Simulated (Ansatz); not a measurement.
**Void in SrCl2 (90 atoms): a short ab initio trajectory**

How do the atoms of void in SrCl2 (90 atoms) move, and what local order do they keep?

Main program and level: Ansatz 0.2.0; Kohn-Sham DFT, PBE, PAW (set soft_2), plane waves.

### 1. Starting point

The cell holds 90 atoms: 30 Sr and 60 Cl. Its edges and angles: a = 13.953 Å, b = 13.953 Å, c = 13.953 Å, α = 90.0°, β = 90.0°, γ = 90.0°. It derives from SrCl2 (fluorite-type), repeated 2×2×2. Fluorite-type SrCl2 (a = 6.977 Å), 2 x 2 x 2 conventional cells, the 2 Sr, 4 Cl nearest the centre removed; not relaxed, displaced by a Gaussian of 0.02 Å. Nearest the centre at fractional (0.528, 0.505, 0.531): Cl52 at 3.11 Å, Cl23 at 3.13 Å, Cl32 at 3.47 Å, Cl3 at 3.57 Å, Sr83 at 4.63 Å, Sr88 at 4.66 Å, Sr63 at 4.70 Å, Sr68 at 4.77 Å.

Limits known from the start: The main run has no spin polarisation, so any moments at edges, vacancies or dangling bonds can't form in it. Sampling is at Γ alone, for a cell whose shortest periodic width is 14 Å.

### 2. Dynamics started at 600 K

A Nosé–Hoover thermostat steers the temperature while disturbing the dynamics little. The time step is 2.0 fs.

Input file input.yaml:

```yaml
crystal:
  lattice:
    - [13.9534, 0.0, 0.0]
    - [0.0, 13.9534, 0.0]
    - [0.0, 0.0, 13.9534]
  atoms:
    - { symbol: Sr, position: [0.00137, 0.99534, 0.9983] }
    - { symbol: Cl, position: [0.12465, 0.12642, 0.12249] }
    - { symbol: Cl, position: [0.37495, 0.37259, 0.37427] }
    - { symbol: Sr, position: [0.99994, 0.25148, 0.25045] }
    [... 80 atom lines left out ...]
    - { symbol: Cl, position: [0.87414, 0.62318, 0.62514] }
    - { symbol: Cl, position: [0.87618, 0.62569, 0.87487] }
    - { symbol: Cl, position: [0.62605, 0.87504, 0.62574] }
    - { symbol: Sr, position: [0.7534, 0.75016, 0.50014] }
    - { symbol: Cl, position: [0.8736, 0.87224, 0.62558] }
    - { symbol: Cl, position: [0.62695, 0.6269, 0.87716] }
kpoints:
  mp_grid: { grid: [1, 1, 1] }
hamiltonian:
  xc: pbe
scf:
  occupations: { method: gaussian, width: 0.025 }
output:
  forces: true
md:
  timestep: 2.0
  n_steps: 40
  ensemble: nvt_nose_hoover
  temperature: 600
  initial_velocities: maxwell_boltzmann
  seed: 2729
```

The run is started by

```bash
$ ansatz run input.yaml --threads 4 --pin off --max-ram 8192MiB --backend cpu --events-out ev --progress --plain --runs-dir out
```

Elapsed: 11 min, on 4 threads of Arm Neoverse V2, shared host; peak memory 3.5 GiB; 43 min of CPU time.

The program notes that it switched symmetry off.

The trajectory, sampled:

```
time (fs)  T (K)  potential (meV/atom)  conserved (meV/atom)
      0.0    600                   0.0                  0.00
      6.0    584                   2.1                  0.00
     10.0    564                   4.7                  0.00
     16.0    523                   9.9                  0.01
     22.0    474                  16.3                  0.01
     26.0    439                  20.8                  0.02
     32.0    392                  27.1                  0.02
     38.0    357                  31.9                  0.03
     42.0    345                  33.7                  0.03
     48.0    346                  34.1                  0.03
     54.0    368                  32.0                  0.02
     58.0    390                  29.8                  0.02
     64.0    427                  26.1                  0.01
     70.0    459                  23.2                  0.00
     74.0    474                  22.1                  0.00
     80.0    485                  21.9                  0.01
```

Mean square displacement from the first frame to the last: Sr 0.066 Å², Cl 0.097 Å².

Mean square displacement against time lag:

```
time lag (fs)  Cl (Å²)  Sr (Å²)
          2.0   1.2e-4   5.5e-5
          4.0   4.7e-4   2.2e-4
          6.0  0.00105   4.9e-4
          8.0  0.00184   8.7e-4
         10.0  0.00284  0.00136
         12.0  0.00403  0.00196
         14.0  0.00541  0.00266
         16.0  0.00696  0.00346
         18.0  0.00867  0.00436
         20.0   0.0105  0.00537
         22.0   0.0125  0.00647
         24.0   0.0146  0.00766
         26.0   0.0169  0.00895
         28.0   0.0192   0.0103
         30.0   0.0216   0.0118
         32.0   0.0241   0.0133
         34.0   0.0266   0.0149
         36.0   0.0292   0.0166
         38.0   0.0319   0.0184
         40.0   0.0346   0.0202
```

Over the second half of 80 fs the temperature averages 407 K, rising from about 346 to 478 K (means over the first and last quarter of that half). The conserved energy stays within 0.03 meV/atom. From first frame to last Cl has the largest mean square displacement, 0.097 Å² at the end; the farthest move is 0.77 Å. The mean temperature of 407 K lies well off the 600 K of the input, so the thermostat hasn't yet brought the run to equilibrium. The run spans 0.08 ps, too short for its means to be equilibrium values.

### 3. Structure statistics late in the run

The g(r) is a mean over the second half; what follows it is taken at the last frame.

Density 2.91 g/cm³, 30.19 Å³ an atom.

Mean of 22 frames. Pair distribution functions g(r), in bins of 0.2 Å:

```
r (Å)  total  Cl-Cl  Cl-Sr  Sr-Sr
 2.50   0.03   0.00   0.07   0.00
 2.70   0.53   0.00   1.19   0.00
 2.90   3.15   0.00   7.07   0.00
 3.10   2.23   0.25   4.76   0.00
 3.30   1.66   1.89   1.85   0.00
 3.50   1.91   4.04   0.24   0.00
 3.70   0.83   1.82   0.04   0.00
 3.90   0.13   0.29   0.00   0.00
 4.10   0.04   0.10   0.00   0.00
 4.30   0.05   0.09   0.00   0.09
 4.50   0.23   0.44   0.00   0.32
 4.70   1.22   1.86   0.00   3.52
 4.90   2.06   2.76   0.00   7.56
 5.10   1.47   2.21   0.01   4.34
 5.30   0.60   0.85   0.31   0.76
 5.50   0.84   0.20   1.67   0.09
 5.70   2.18   0.45   4.45   0.04
 5.90   2.37   1.12   4.21   0.00
 6.10   1.17   1.31   1.32   0.00
 6.30   0.27   0.48   0.13   0.00
 6.50   0.14   0.27   0.01   0.14
 6.70   0.22   0.34   0.00   0.60
 6.90   0.54   0.82   0.01   1.57
 7.10   0.52   0.72   0.12   1.33
 7.30   0.61   0.36   0.92   0.43
 7.50   1.58   1.03   2.49   0.07
 7.70   2.03   2.14   2.44   0.00
 7.90   1.36   2.21   0.85   0.01
```

Bonds by pair of elements; cutoffs follow the first minimum of g(r), held within bounds set by covalent radii, and pairs that aren't listed don't count as bonded:

```
pair A-B  cutoff (Å)  bonds  mean length (Å)  spread (Å)  shortest (Å)  B about A  A about B
   Cl-Sr        3.83    230             3.03       0.197          2.66       3.83       7.67
```

How many atoms have how many bonded neighbours:

```
element  mean   3   4  6  7   8
     Cl  3.83  10  50  0  0   0
     Sr  7.67   0   0  2  6  22
```

Bond angles, per cent of each kind in bins of 5°:

```
angle (°)  Cl-Sr-Cl  Sr-Cl-Sr
    55–60       0.1       0.0
    60–65       3.5       0.0
    65–70      13.9       0.0
    70–75      18.4       0.0
    75–80       5.1       0.0
    80–85       1.7       0.0
    85–90       0.9       0.6
    90–95       0.6       1.2
   95–100       2.1       5.8
  100–105       6.5      14.8
  105–110      12.2      36.7
  110–115      11.8      25.5
  115–120       6.5      10.3
  120–125       1.7       3.3
  125–130       0.9       0.9
  130–135       0.0       0.3
  135–140       0.0       0.0
  140–145       0.0       0.6
  145–150       0.0       0.0
  150–155       0.3       0.0
  155–160       0.5       0.0
  160–165       1.8       0.0
  165–170       2.9       0.0
  170–175       6.5       0.0
  175–180       2.3       0.0
```

Bond angles (no mean is given where the spread exceeds 20°):

```
   angle  count  mean (°)  spread (°)
Cl-Sr-Cl    772         -           -
Sr-Cl-Sr    330       109         6.9
```

Bond length by coordination (bonds to H left out):

```
element  coordination  atoms  mean bond length (Å)
     Cl             3     10                  2.97
     Cl             4     50                  3.04
     Sr             6      2                  2.88
     Sr             7      6                  2.96
     Sr             8     22                  3.06
```

First main peaks of g(r), for some of the pairs, lie near 3.52 Å (Cl-Cl), 2.93 Å (Cl-Sr) and 4.88 Å (Sr-Sr). Counting bonds as in the table, 83 % of Cl atoms have 4 and 73 % of Sr atoms have 8 bonded neighbours. Bonds at Cl atoms with 3 neighbours average 2.97 Å, against 3.04 Å at those with 4.

### 4. Single point at the last frame

The last frame is solved again with fuller output, to read the electronic structure of a thermally displaced geometry.

Input file input.yaml:

```yaml
crystal:
  lattice:
    - [13.9534, 0.0, 0.0]
    - [0.0, 13.9534, 0.0]
    - [0.0, 0.0, 13.9534]
  atoms:
    - { symbol: Sr, position: [0.98973, 0.00097, 0.99489] }
    - { symbol: Cl, position: [0.11962, 0.12648, 0.12959] }
    - { symbol: Cl, position: [0.36021, 0.375, 0.38238] }
    - { symbol: Sr, position: [0.99712, 0.24758, 0.24622] }
    [... 80 atom lines left out ...]
    - { symbol: Cl, position: [0.8723, 0.64128, 0.63337] }
    - { symbol: Cl, position: [0.89138, 0.63073, 0.90064] }
    - { symbol: Cl, position: [0.62451, 0.85336, 0.61844] }
    - { symbol: Sr, position: [0.77021, 0.75989, 0.49809] }
    - { symbol: Cl, position: [0.86106, 0.87671, 0.61867] }
    - { symbol: Cl, position: [0.62927, 0.6122, 0.88458] }
kpoints:
  mp_grid: { grid: [1, 1, 1] }
hamiltonian:
  xc: pbe
scf:
  occupations: { method: gaussian, width: 0.025 }
output:
  forces: true
  stress: true
  populations: true
  dos:
    method: { smearing: { sigma: 0.08 } }
    de: 0.1
    projected: { site_lists: { Cl: [Cl], Sr: [Sr] } }
  eigenvalues: true
  write_density: true
  write_potential: true
  volumetric_format: npy
```

It took 52 s on 4 threads; peak memory 3.3 GiB; 3.3 min of CPU time.

The program notes that the exchange-correlation potential is rough where the density is thin.

Numbers from this run:

```yaml
free_energy: -171314.3761 eV
free_energy_per_atom: -1903.4931 eV/atom
scf_cycles: 8
pressure: 1.751 GPa
r_m_s_force_component: 0.351 eV/Å
longest_force: 1.549 eV/Å
fermi_energy: 5.214 eV
spacing_of_highest_filled_and_lowest_empty_level: 4.449 eV
spilling_of_the_projection: 0.008345
```

Neighbours are counted within 3.83 Å (Cl-Sr), the cutoffs taken from the dynamics.

Length of the force by element and coordination:

```
element  coordination  atoms  mean length of the force (eV/Å)  spread  least   most
     Cl           all     60                            0.453   0.211  0.107   1.10
     Cl             3     10                            0.566   0.165  0.296  0.870
     Cl             4     50                            0.430   0.212  0.107   1.10
     Sr           all     30                            0.727   0.285  0.294   1.55
     Sr             6      2                            0.600   0.117  0.482  0.717
     Sr             7      6                            0.796   0.282  0.438   1.15
     Sr             8     22                            0.720   0.292  0.294   1.55
```

Löwdin charges by element and coordination (they lack the spilled electrons, 0.067 e an atom on average):

```
element  coordination  atoms  mean charge (e)  spread   least    most
     Cl           all     60           -0.731  0.0068  -0.749  -0.717
     Cl             3     10           -0.736  0.0062  -0.749  -0.726
     Cl             4     50           -0.730  0.0064  -0.747  -0.717
     Sr           all     30             1.66  0.0098    1.65    1.69
     Sr             6      2             1.69  0.0025    1.69    1.69
     Sr             7      6             1.67  0.0071    1.66    1.68
     Sr             8     22             1.66  0.0044    1.65    1.67
```

States in the cell by windows of 1 eV, zero at the Fermi level; the larger projections on atomic orbitals stand beside the total:

```
from (eV)  to (eV)  total   Cl p  Cl s   Sr p
      -18      -17  154.4    1.9   6.6  145.2
      -17      -16    3.2    0.0   2.4    0.3
      -16      -15   98.1    0.1  85.2    9.5
      -15      -14   18.7    0.0  17.4    1.0
      -14       -6    0.0    0.0   0.0    0.0
       -6       -5   44.7   41.5   0.1    0.4
       -5       -4  145.1  137.7   0.6    0.9
       -4       -3  123.8  120.5   0.2    0.6
       -3       -2   46.4   45.6   0.0    0.1
       -2        2    0.0    0.0   0.0    0.0
        2        3   11.7    0.1   0.5    0.0
        3        4   88.4    1.3   1.2    0.0
```

The curve was stored every 0.100 eV, coarse against its broadening of 0.08 eV, so these counts are rough.

Between -26 and -18 eV lie 26 more states.

The stored curve holds about 660 of the 720 electrons; the rest, give or take the few that broadening carries across the Fermi level, lie in deeper levels below its range.

The levels nearest the highest filled one (over half full), pooled over k-points and spins:

```
level less the highest filled one (eV)  occupation
                                -0.414           2
                                 -0.36           2
                                -0.341           2
                                -0.270           2
                                -0.237           2
                                     0           2
                                  4.45           0
                                  4.95           0
                                  4.99           0
                                  5.05           0
                                  5.22           0
                                  5.22           0
```

Mean Löwdin charges: Cl -0.73, Sr +1.66 e (they miss 0.83 % of the electrons, so they add up to more than the cell's charge).

### 5. Results

| Quantity | Value |
| --- | --- |
| mean temperature, second half | 407.3 K |
| temperature swing, second half | 52.56 K |
| slope of the conserved energy against time, by least squares | 0.0651 meV/atom/ps |
| free energy per atom | -1903.4931 eV/atom |
| density | 2.907 g/cm³ |
| pressure | 1.751 GPa |
| r.m.s. force component | 0.351 eV/Å |
| gap (highest filled to lowest empty level) | 4.449 eV |
| wall time of the 2 DFT runs | 12 min |

What this shows: Over the second half of 80 fs the temperature averages 407 K, rising from about 346 to 478 K (means over the first and last quarter of that half). The conserved energy stays within 0.03 meV/atom. The mean temperature of 407 K lies well off the 600 K of the input, so the thermostat hasn't yet brought the run to equilibrium. The run spans 0.08 ps, too short for its means to be equilibrium values. Counting bonds as in the table, 83 % of Cl atoms have 4 and 73 % of Sr atoms have 8 bonded neighbours. Filled and empty levels are parted by 4.45 eV at Γ alone; the mesh holds the band edges only if they fold onto it, so the gap at this level can be narrower or closed, while semilocal functionals tend to narrow gaps against experiment.

What to keep in mind: The pressure of 1.8 GPa is that of one thermal frame at a volume set beforehand, without the kinetic term.

[Logs are printed without paths, hosts, clocks, repeated set-up lines and the standing remarks that a program may print on its own settings, such as how far it seeks lower states.]

[Hosts, paths, dates, database ids (printed as entryN), source tags and the programs' standing remarks are cut or masked in the printed files.]
